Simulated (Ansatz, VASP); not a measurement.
# One calculation of TiB2, two programs

The input INCAR:

```
SYSTEM = TiB2
PREC     = Accurate       ! precision mode
ENCUT    = 520            ! plane-wave cutoff, eV
EDIFF    = 1E-7           ! SCF threshold, eV
ISMEAR   = -1             ! smearing method
SIGMA    = 0.08           ! smearing width, eV
LREAL    = .FALSE.        ! projectors in reciprocal space
LASPH    = .TRUE.         ! aspherical terms in the spheres
NELM     = 100            ! most SCF steps
ALGO     = Normal         ! electronic algorithm
ISIF     = 2              ! what is computed and relaxed
LWAVE    = .FALSE.        ! write WAVECAR
LCHARG   = .FALSE.        ! write CHGCAR
GGA      = PE             ! functional
NBANDS   = 16             ! bands
```

The input KPOINTS:

```
regular mesh
0
G
  15 15 13
  0 0 0
```

The input POSCAR:

```
TiB2
1.0
    2.9989062196      0.0000000000      0.0000000000
   -1.4994531098      2.5971289697      0.0000000000
    0.0000000000      0.0000000000      3.2284000000
Ti B
1 2
Direct
    0.0000000000      0.0000000000      0.0000000000
    0.3333333333      0.6666666667      0.5000000000
    0.6666666667      0.3333333333      0.5000000000
```

Input for Ansatz:

```yaml
crystal:
  lattice:
    - [2.9989062196, 0.0, 0.0]
    - [-1.4994531098, 2.5971289697, 0.0]
    - [0.0, 0.0, 3.2284]
  atoms:
    - { symbol: Ti, position: [0.0, 0.0, 0.0] }
    - { symbol: B, position: [0.3333333333, 0.6666666667, 0.5] }
    - { symbol: B, position: [0.6666666667, 0.3333333333, 0.5] }
kpoints:
  mp_grid: { grid: [15, 15, 13] }
  band_path:
    path:
      - [0.0, 0.0, 0.0]
      - [0.5, 0.0, 0.0]
      - [0.3333333333, 0.3333333333, 0.0]
      - [0.0, 0.0, 0.0]
      - [0.0, 0.0, 0.5]
      - [0.5, 0.0, 0.5]
      - [0.3333333333, 0.3333333333, 0.5]
      - [0.0, 0.0, 0.5]
      - [0.5, 0.0, 0.5]
    npoints: 5
scf:
  occupations: { method: fermi_dirac, width: 0.08 }
hamiltonian:
  xc: pbe
  pseudopotentials: { kind: all_electron, lapw: { basis_error: 0.001 } }
output:
  forces: true
  stress: true
  eigenvalues: true
```

Change from the starting cell: equal xx and yy strain of -1 %.

Alike in both runs: task single point; functional PBE; k mesh 15 × 15 × 13; occupations fermi-dirac, width 0.08 eV; no spin polarisation.

|  | VASP | Ansatz |
| --- | --- | --- |
| version | VASP 6.6.1 | Ansatz 0.2.0 |
| potentials or method | VASP PAW PBE potentials, release 64 (Ti_sv, B) | all-electron LAPW, scalar-relativistic |
| plane-wave cutoff (eV) | 520 | see its input |

```csv
,VASP,Ansatz,Ansatz less VASP
pressure (GPa),6.2,6.0,-0.18
largest component of the traceless stress (GPa),4.28,4.26,-0.016
```

Ansatz ran all-electron here, so the differences hold the error of VASP's frozen core and of both bases.
